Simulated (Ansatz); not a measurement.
An input for Ansatz 0.2.0 (Sm):

The input input.yaml:

```yaml
crystal:
  lattice:
    - [1.8104349804, 1.0452551233, 8.7497304478]
    - [-1.8104349804, 1.0452551233, 8.7497304478]
    - [0.0, -2.0905102466, 8.7497304478]
  atoms:
    - { symbol: Sm, position: [0.22222, 0.22222, 0.22222], spin: 5.0 }
    - { symbol: Sm, position: [0.77778, 0.77778, 0.77778], spin: 5.0 }
    - { symbol: Sm, position: [0.0, 0.0, 0.0], spin: 5.0 }
hamiltonian:
  xc: lda
  pseudopotentials: { kind: paw }
magnetization:
  spin_polarized: true
kpoints:
  mp_grid: { grid: [5, 5, 5] }
  band_path:
    path:
      - [[0.0, 0.0, 0.0], [0.5, 0.0, 0.0], [0.5, 0.1761806854, -0.1761806854]]
      - [[0.8238193146, 0.5, 0.1761806854], [0.5, 0.5, 0.5], [0.0, 0.0, 0.0], [0.3380903427, 0.0, -0.3380903427]]
      - [[0.6619096573, 0.3380903427, 0.0], [0.5, 0.5, 0.0], [0.6619096573, 0.6619096573, 0.1761806854], [0.5, 0.5, 0.5]]
      - [[0.5, 0.0, 0.0], [0.8238193146, 0.3380903427, 0.3380903427]]
    npoints: 14
scf:
  occupations: { method: fermi_dirac, width: 0.05 }
  n_extra_bands: 7
output:
  forces: true
  stress: true
  eigenvalues: true
  fatbands: true
```

Potentials or basis: Ansatz PAW.

Run with:

```sh
$ ansatz run input.yaml --threads 2 --pin off --max-ram 5632MiB --backend cpu --events-out ev --progress --plain --runs-dir out
```

Q: Does this run start?

A: The run stopped without a result. It printed:

Output:

```text
Error: inconsistent input (scf.n_extra_bands): n_bands = 31 cannot host the net starting moment |Σ_I m_I| = 15.0000 μB: with N_el = 48 the majority spin channel must hold (N_el + |M|)/2 = 31.5000 electrons at no more than one per band — at least 32 bands (31 bands cap the reachable moment at 2·n_bands − N_el = 14.0000 μB); raise scf.n_extra_bands until at least 32 bands are solved (omitted, it auto-derives to 45) or lower the seeds (crystal.atoms[].spin / magnetization.per_species / magnetization.initial_magnetization)
```
